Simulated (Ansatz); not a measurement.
# TiSi2 (P6/mmm) in Ansatz: further runs, part 3 of 3

Ansatz 0.2.0.

**6. Projected density of states, LDA+U**

Contents of input.yaml:

```yaml
crystal:
  lattice:
    - [4.37464, 0.0, 0.0]
    - [-2.18732, 3.78855, 0.0]
    - [0.0, 0.0, 2.56101]
  atoms:
    - { symbol: Ti, position: [0.0, 0.0, 0.0] }
    - { symbol: Si, position: [0.33333, 0.66667, 0.5] }
    - { symbol: Si, position: [0.66667, 0.33333, 0.5] }
hamiltonian:
  xc: lda
  pseudopotentials: { kind: paw }
  hubbard: { sites: [{ species: Ti, l: d, u_eff: 4.0 }] }
kpoints:
  mp_grid: { grid: [7, 7, 10] }
scf:
  occupations: { method: fermi_dirac, width: 0.05 }
  n_extra_bands: 7
output:
  forces: true
  stress: true
  eigenvalues: true
  dos: { projected: true, de: 0.05, nscf_kmesh: { grid: [11, 11, 15] } }
```

Potentials or basis: Ansatz PAW.

Run with:

```bash
$ ansatz run input.yaml --threads 2 --pin off --max-ram 5632MiB --backend cpu --events-out ev --progress --plain --runs-dir out
```

Standard output:

```text
Warning: the atoms were moved onto the symmetric positions of the space group found under crystal.symmetry.tolerance 1.0e-5 (fractional; no operation is sought that the atoms, as they stand in a round, miss by more than twice it, and no atom is moved by as much as it), and the run uses the moved positions. Before a round's move an operation carried an atom to 4.37e-5 Å from where it should land, the largest such distance. Atom 1 (counting from 0) moved farthest, by 2.53e-5 Å; the longest move in fractions of the cell, of whichever atom, is 0.47 of the tolerance, in 1 round. To run the atoms as typed, lower crystal.symmetry.tolerance until the operations that they miss are no longer found, or set crystal.symmetry.detect: false (a key that needs symmetry detection or time reversal refuses this as the deck is read). The positions used, in the order of the run's atom list: position: [0.0, 0.0, 0.0]; position: [0.3333333333333333, 0.6666666666666666, 0.5]; position: [0.6666666666666666, 0.3333333333333333, 0.5]; The lattice was moved too: crystal.lattice keeps the space group found at crystal.symmetry.tolerance 1.0e-5 only nearly: the operation that it misses by the most changes a squared length by the fraction 2.87e-7. The run uses the lattice that is a stretch of the typed one, with no rotation, onto the one that keeps every operation to a double's rounding (on a very oblique basis the stretch itself rounds by more); the deck's lattice vector that moved farthest moved by 3.62e-7 Å. To run the lattice as typed, set crystal.symmetry.tolerance under 2.86e-7, the least fraction by which an operation that the lattice misses changes a squared length (the same key also sets how far an atom may lie from its image, so lowering it can lose operations that the atoms keep only within it), or set crystal.symmetry.detect: false, as for the atoms. crystal.lattice made exact, in Å and degrees: [[4.374640362338372, 0.0, 0.0], [-2.187320181169186, 3.7885496862057915, 0.0], [0.0, 0.0, 2.56101]]. Pasted over the deck's crystal.lattice, beside positions in fractional coordinates, it runs the same cell (given as lengths and angles, that cell in the form's own orientation, a rigid turn of the misfit's size from the one run here, for which a checkpoint.post_process_only pass over this run's state can be refused: where this run relaxes nothing, give such a pass this deck's own crystal.lattice, as typed; behind a relaxation, as crystal.lattice, the state's own cell, identity.cell in its checkpoint.json), and a matrix so pasted ends this notice, except on a very skew basis of the lattice, where the rounding of the pasted numbers themselves can read as a misfit: the cell is then moved again, and that move is told again. The lattice as run is in this notice's lattice.as_run_ang field (Run.prep()["deck_notices"] in Python, the deck_notice line of an events file, deck_notices of ansatz run --dry-run=json, or deck_notices in record.json in the deck's checkpoint.write directory).
Warning: RAYON_NUM_THREADS=2 ignored (pool sized by the plan → 2); use --threads N
Ti: projections on atomic orbitals take those of the free atom [Ne] 3s2 3p6 3d2 4s2, of charge +0.00 (hamiltonian.pseudopotentials.projection_atoms); the dataset's partial waves leave at most 4.1e-7 of an orbital's norm unspanned inside its sphere
Si: projections on atomic orbitals take those of the free atom [Ne] 3s2 3p2, of charge +0.00 (hamiltonian.pseudopotentials.projection_atoms); the dataset's partial waves leave at most 6.1e-8 of an orbital's norm unspanned inside its sphere
scf.n_extra_bands = 7 over 10 filled bands (N_el = 20.0): the run solves 17 bands
Engine: ansatz 0.2.0, aarch64-unknown-linux-gnu
Pseudopotentials: kind: paw
Pseudopotential: Ti, paw, valence charge 12, recommended cutoff 420 eV (normal), Ti.paw.azcp
Pseudopotential: Si, paw, valence charge 4, recommended cutoff 420 eV (normal), Si.paw.azcp
Functional definition: SPW92
  exchange = slater_x
  correlation = pw_c
Crystal: 3 atoms, lattice volume = 42.445 Å³
Basis set: ecut = 420 eV, 855 PW (Γ)
Bands: 17, of which v1, the nominal top of the filled ones, is band 10 counted from 1 (9 counted from 0)
Symmetry: 24 space group operations
Space group: P6/mmm (ITA 191), of the structure as read, at distance tolerance 3.5e-5 Å
k-points: 48 of 490
Non-local potential: Ti, projectors of the file, l = 0: 3, l = 1: 2, l = 2: 3, l = 3: 1
Non-local potential: Si, projectors of the file, l = 0: 2, l = 1: 2, l = 2: 2
PAW form: soft (Blöchl's): semilocal exchange-correlation on the pseudo side does not see the compensation charge
[... 36 lines left out ...]
  E_vhub       = 2.011405  (the Hubbard potential's part of the band-sum identity)
  E_paw        = -1971.065275  (= ΣΔE_a)
  E_vpaw       = -177.311255  (= ΣTr[D̂ρ^β])
  E_aug_tail   = 0.000112  (compensation charges beyond the density's cutoff)
  E_ewald      = -1314.655962
  E_core_change = 0.494612  (= ΣΔE_core)
  E_smearing   = -0.020008  (= −TS)
  E_closure    = -0.000000  (closes the sum)
  Σ components = -3664.429529   (vs F -3664.429529, Δ=0.00e0)
--- Forces (eV/Å), atoms counted from 1 ---
  atom   1  Ti     0.00000000     0.00000000     0.00000000
  atom   2  Si     0.00000000    -0.00000000     0.00000000
  atom   3  Si     0.00000000     0.00000000    -0.00000000
  max |Σ_I F_I| component: 5.55e-17 eV/Å
--- Stress (GPa, compression-positive) ---
       -1.408438       0.000000      -0.000000
       -0.000000      -1.408438      -0.000000
       -0.000000      -0.000000      -6.512301
  P = ⅓ Tr σ = -3.1097 GPa (-31.097 kbar)
--- Band table (eV; the first three rows and the last of 48) ---
  k-point 0: bands = ["-43.9531", "-20.6047", "-20.6047", "-19.8038", "-0.3076", "7.7706", "7.7819", "7.7819", "10.8354", "11.8134", "11.8134", "16.1915", "16.1915", "16.3413", "16.3413", "18.3297", "19.8713"]
  k-point 1: bands = ["-43.9372", "-20.5910", "-20.5910", "-19.9114", "-0.0822", "7.9793", "7.9793", "7.9828", "11.1149", "11.7824", "11.7824", "16.2248", "16.2248", "16.2941", "16.2941", "17.2386", "18.6582"]
  k-point 2: bands = ["-43.8955", "-20.5554", "-20.5554", "-20.1878", "0.5859", "8.5680", "8.5680", "8.6132", "11.3872", "11.6497", "11.6497", "14.9345", "16.0749", "16.0749", "16.4567", "16.4567", "18.9277"]
  k-point 47: bands = ["-43.7834", "-20.8750", "-20.4699", "-20.4679", "5.8561", "6.7810", "7.7722", "8.5009", "9.7964", "12.4800", "13.4990", "14.4885", "14.4983", "14.9847", "17.5060", "18.1218", "18.8628"]
Occupation matrices written to <dir>
```

dos.tsv:

```text
# E-E_F[eV]	g_bin_mean(E)[states/eV]	N(E)
# format = ansatz-dos/2
# fermi_ev = 12.963619
# fermi_mp_grid = 11 11 15
# fermi_mp_shift = 0 0 0
# nscf_kmesh_grid = 11 11 15
# nscf_kmesh_shift = 0 0 0
# tetrahedron_fermi_ev = 12.961434
# g_bin_mean(E): the states in a bin one row spacing wide, centred on E, divided by that spacing. States that the method places at a single energy (under output.dos.method: tetrahedron, those of a tetrahedron whose four corners have one energy) are counted whole in the row whose bin holds that energy (on the edge of two bins, in the lower row). The sum of g_bin_mean over a run of rows, times the row spacing, is the number of states from half a spacing under the first of them to half a spacing over the last (a plain sum, not the trapezoid rule).
-57.416716	0.000000e0	0.000000e0
-57.366716	0.000000e0	0.000000e0
-57.316716	0.000000e0	0.000000e0
-57.266716	0.000000e0	0.000000e0
-57.216716	0.000000e0	0.000000e0
-57.166716	0.000000e0	0.000000e0
[... 1333 lines left out ...]
9.533284	0.000000e0	3.400000e1
9.583284	0.000000e0	3.400000e1
```

occupation_matrices:

```text
# The occupation matrices of the corrected shells as a run of Ansatz 0.0.0 ended. An entry of
# hamiltonian.hubbard.sites starts from them by `starting_ns: <path of this file>`, where that key's refused
# combinations let it.
# Free energy -3664.429529 eV.
# projection_atom_Ti: [Ne] 3s2 3p6 3d2 4s2
# projection_atom_Si: [Ne] 3s2 3p2
format: ansatz-occupation-matrices/1
state: converged
spin: unpolarized
projectors: all-electron-ortho-atomic
projection_frame: null
lattice: # Å
  - [4.374640362338372, 0.0, 0.0]
  - [-2.187320181169186, 3.7885496862057915, 0.0]
  - [0.0, 0.0, 2.56101]
atoms: # fractions of the lattice vectors
  - {symbol: Ti, position: [0.0, 0.0, 0.0]}
  - {symbol: Si, position: [0.3333333333333333, 0.6666666666666666, 0.5]}
  - {symbol: Si, position: [0.6666666666666666, 0.3333333333333333, 0.5]}
sites: # a site counts the atoms from 0
  - {site: 0, l: d, shell: 3, starting_ns: [{spin: up, occupation_matrix: site0_d}]} # 3.025 electrons, filled orbitals 0
occupation_matrices: # on the real harmonics m = 0, +1, -1, ... of the Cartesian axes; of spinors up first
  site0_d:
    matrix:
      - [0.4920792066951125, -1.3010426069826053e-18, -1.1709383462843448e-17, -3.3068166260807885e-18, 4.336808689942018e-19]
      - [-1.3010426069826053e-18, 0.23079795859746394, -5.692061405548898e-19, -1.5178830414797062e-18, -1.0516761073109393e-17]
      - [-1.1709383462843448e-17, -5.963111948670274e-19, 0.23079795859746394, 5.637851296924623e-18, -4.336808689942018e-19]
      - [-3.198396408832238e-18, -1.5178830414797062e-18, 5.637851296924623e-18, 0.27943036540578603, 1.0842021724855044e-18]
      - [4.336808689942018e-19, -1.0516761073109393e-17, -4.336808689942018e-19, 2.168404344971009e-18, 0.2794303654057858]
```

Run time: 4.5 s. Hardware: 2 threads of Arm Neoverse V1, shared host; peak memory 0.34 GiB.

What came out:

| Quantity | Value |
| --- | --- |
| Free energy | -3664.4295 eV |
| Pressure | -3.1 GPa |
| Band gap on the k mesh | none (metal or under the smearing width) |
| Density of states at the Fermi level | 2.20 states/eV per cell |

States per cell in windows of 1 eV (zero at the Fermi level; states under -8 eV left out):
| from (eV) | total | Ti 3d | Si 3p | Si 3s | Ti 4s |
| --- | --- | --- | --- | --- | --- |
| -8.0 | 0.53 | 0.06 | 0.21 | 0.25 | 0.01 |
| -7.0 | 0.64 | 0.05 | 0.38 | 0.16 | 0.04 |
| -6.0 | 1.04 | 0.08 | 0.78 | 0.12 | 0.04 |
| -5.0 | 1.04 | 0.14 | 0.76 | 0.09 | 0.03 |
| -4.0 | 1.19 | 0.24 | 0.74 | 0.13 | 0.05 |
| -3.0 | 1.47 | 0.44 | 0.78 | 0.13 | 0.07 |
| -2.0 | 1.44 | 0.69 | 0.58 | 0.09 | 0.03 |
| -1.0 | 1.89 | 1.13 | 0.50 | 0.12 | 0.05 |
| 0.0 | 1.71 | 0.98 | 0.33 | 0.18 | 0.07 |
| 1.0 | 2.04 | 1.27 | 0.41 | 0.18 | 0.04 |
| 2.0 | 3.08 | 2.10 | 0.46 | 0.26 | 0.07 |
| 3.0 | 2.97 | 1.50 | 0.70 | 0.24 | 0.17 |
| 4.0 | 1.60 | 0.41 | 0.54 | 0.11 | 0.09 |
| 5.0 | 1.27 | 0.21 | 0.47 | 0.12 | 0.06 |
| 6.0 | 0.96 | 0.10 | 0.41 | 0.09 | 0.08 |
| 7.0 | 0.37 | 0.03 | 0.20 | 0.03 | 0.03 |

Eigenvalues of the final occupation matrices:
```
  site  spin  trace               eigenvalues
site 1     1   1.51  0.23 0.23 0.28 0.28 0.49
```

Caveat: U without spin polarisation on a metal has little footing; the PAW data sets come from PBE, with cores solved anew for the run's functional, which leaves a small shift of forces and pressure; the U is typed as a test and isn't derived for this compound; the density of states is complete only up to the lowest level of the last band computed.

**7. The runs side by side**

| level | U | hubbard projectors | double counting | gap on the mesh (eV) | pressure (GPa) |
| --- | --- | --- | --- | --- | --- |
| LDA | - | - | - | none | -7.1 |
| LDA+U | Ti d U = 1 eV | ortho-atomic (the default) | fll (the default) | none | -6.3 |
| LDA+U | Ti d U = 2 eV | ortho-atomic (the default) | fll (the default) | none | -5.4 |
| LDA+U | Ti d U = 3 eV | ortho-atomic (the default) | fll (the default) | none | -4.3 |
| LDA+U | Ti d U = 4 eV | ortho-atomic (the default) | fll (the default) | none | -3.1 |

Alike in all rows: task projected density of states; potentials or basis Ansatz PAW; no spin polarisation; cell as given; k mesh 7 × 7 × 10; cutoff (eV) 420; smearing fermi-dirac 0.05 eV.

Every run on the cell as given and a fine mesh finds a metal. The pressure there spans -7.1 GPa (LDA) to -3.1 GPa (LDA+U); a positive pressure means that this level wants a larger cell, a negative one a smaller.

Caveats: the PAW data sets come from PBE, with cores solved anew for the run's functional, which leaves a small shift of forces and pressure; the density of states is complete only up to the lowest level of the last band computed; U without spin polarisation on a metal has little footing (some runs); the U is typed as a test and isn't derived for this compound (some runs).

Total energies depend on the potentials used, so only differences within one code and one set of settings carry meaning.
